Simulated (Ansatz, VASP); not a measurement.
# C in VASP and in Ansatz

```
C
1.0
     4.84554    0.00019    0.00000
    -2.99858    3.80629    0.00000
     0.00000    0.00000    2.49927
C
8
Direct
  0.64824 0.98143 0.00000
  0.35176 0.01857 0.00000
  0.01857 0.35176 0.00000
  0.98143 0.64824 0.00000
  0.40464 0.22623 0.50000
  0.59536 0.77377 0.50000
  0.77377 0.59536 0.50000
  0.22623 0.40464 0.50000
```

Alike in both runs: functional r2SCAN; k mesh 6 × 6 × 8; no spin polarisation.

Ansatz relaxed the structure, and its values are those at the end. VASP's run is a single point on that final structure, the one shown.

|  | VASP | Ansatz |
| --- | --- | --- |
| version | VASP 6.6.1 | Ansatz 0.2.0 |
| potentials or method | VASP PAW PBE potentials, release 64 (C) | plane waves, PAW |
| plane-wave cutoff (eV) | 520 | 500 |
| occupations | methfessel-paxton of order 1, width 0.1 eV | cold, width 0.1 eV |
| valence electrons in the cell | 32 | 32 |

```csv
,VASP,Ansatz,Ansatz less VASP
pressure (GPa),4.1,3.0,-1.13
rms of the force components (eV/Å),0.008,0.001,-0.0066
```

Caveats: the PAW data sets were made with another functional, which shifts forces and pressure a little (VASP).
